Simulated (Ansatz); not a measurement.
**La2O3 (P-3m1): cell relaxations under several functionals from a Python script**

Aim: cell relaxations under several functionals, for La2O3 (P-3m1), run from a script.

Program: Ansatz 0.2.0, driven from Python. The levels of theory stand in the script. These are calculated values, not measurements.

**1. The system**

It takes space group P-3m1 (No. 164, trigonal). The conventional cell has a = 3.931 Å, b = 3.931 Å, c = 6.112 Å, α = 90.00°, β = 90.00°, γ = 120.00°. La (site symmetry 3m) is surrounded by 7 O at 2.36 to 2.72 Å. O (site symmetry 3m) has 4 La at 2.36 to 2.44 Å in its first shell of neighbours. O (site symmetry -3m) is surrounded by 6 La at 2.72 Å.

The script reads la2o3.xyz:

```xyz
5
Lattice="3.93077788 0.0 0.0 -1.96538894 3.4041535 0.0 0.0 0.0 6.11195352" Properties=species:S:1:pos:R:3 pbc="T T T"
La    1.96538896    1.13471782    4.60697249
La   -0.00000002    2.26943568    1.50498103
O     1.96538896    1.13471782    2.16429989
O    -0.00000002    2.26943568    3.94765363
O     0.00000000    0.00000000    0.00000000
```

**2. Script**

The input, la2o3_lattice.py:

```python
import ansatz as az
import numpy as np

def edges_and_angles(cell):
    cell = np.asarray(cell)
    a, b, c = np.linalg.norm(cell, axis=1)
    cosines = cell[1] @ cell[2] / (b * c), cell[0] @ cell[2] / (a * c), cell[0] @ cell[1] / (a * b)
    return (a, b, c, *np.degrees(np.arccos(cosines)))

xtal = az.Crystal.from_extxyz("la2o3.xyz")

job = xtal.calculation()
job = job.kpoints(6, 6, 4).occupations(az.OccupationsMethod.FIXED)
job = job.relax(cell=True, max_steps=60)

levels = [("pbe", "none"), ("r2scan", "rvv10"), ("pbesol", "none")]
print("level            a       b       c    alpha   beta  gamma  V/atom  steps")
for name, dispersion in levels:
    seen = []
    run = job.functional(name, dispersion=dispersion).session().plan()
    done = run.execute(on_event=lambda e: seen.append(e) if e["event"] == "relax_step" else None)
    cell = done.lattice.cell_ang
    label = name if dispersion == "none" else f"{name}+{dispersion}"
    print("{:13s} {:7.4f} {:7.4f} {:7.4f} {:6.2f} {:6.2f} {:6.2f}".format(label, *edges_and_angles(cell)), f"{abs(np.linalg.det(cell)) / len(done.lattice.sites):7.3f} {len(seen):5d}")
```

**3. The calls as engine input**

The engine receives this input (first run):

```yaml
crystal:
  lattice:
    - [3.93077788, 0.0, 0.0]
    - [-1.96538894, 3.4041535, 0.0]
    - [0.0, 0.0, 6.11195352]
  atoms:
    - { symbol: La, position: [0.6666666697963263, 0.33333332941654953, 0.7537643201841627] }
    - { symbol: La, position: [0.3333333302036738, 0.6666666705834504, 0.24623567981583733] }
    - { symbol: O, position: [0.6666666697963263, 0.33333332941654953, 0.3541093502949283] }
    - { symbol: O, position: [0.3333333302036738, 0.6666666705834504, 0.6458906497050717] }
    - { symbol: O, position: [0.0, 0.0, 0.0] }
kpoints:
  mp_grid:
    grid: [6, 6, 4]
hamiltonian:
  xc: pbe
  dispersion: none
scf:
  occupations:
    method: fixed
relax:
  max_steps: 60
  cell: {}
```

**4. Running it**

The run is started by

```bash
$ python la2o3_lattice.py
```

**Question.** Rank the levels of theory by the volume of the relaxed cell.

As calculated:

```
       quantity                                  value
  runs compared                                      3
 relaxed volume  15.96 (pbesol) to 16.64 Å³/atom (pbe)
gap on the mesh      3.78 (pbesol) to 4.17 eV (r2scan)
```

What this shows: From smallest to largest: PBEsol (15.96 Å³ an atom, -2.4 % against the start), r2SCAN+RVV10 (16.24 Å³ an atom, -0.7 % against the start) and PBE (16.64 Å³ an atom, +1.7 % against the start). The spread is 4.2 % in volume. In run 1, over 4 moves the cell grew by 1.7 % in volume, and the space group stayed P-3m1. In run 3, the volume shrank by 2.4 % over 4 moves, and the space group stayed P-3m1. This cell is a computed structure, which may not be the phase found in nature.
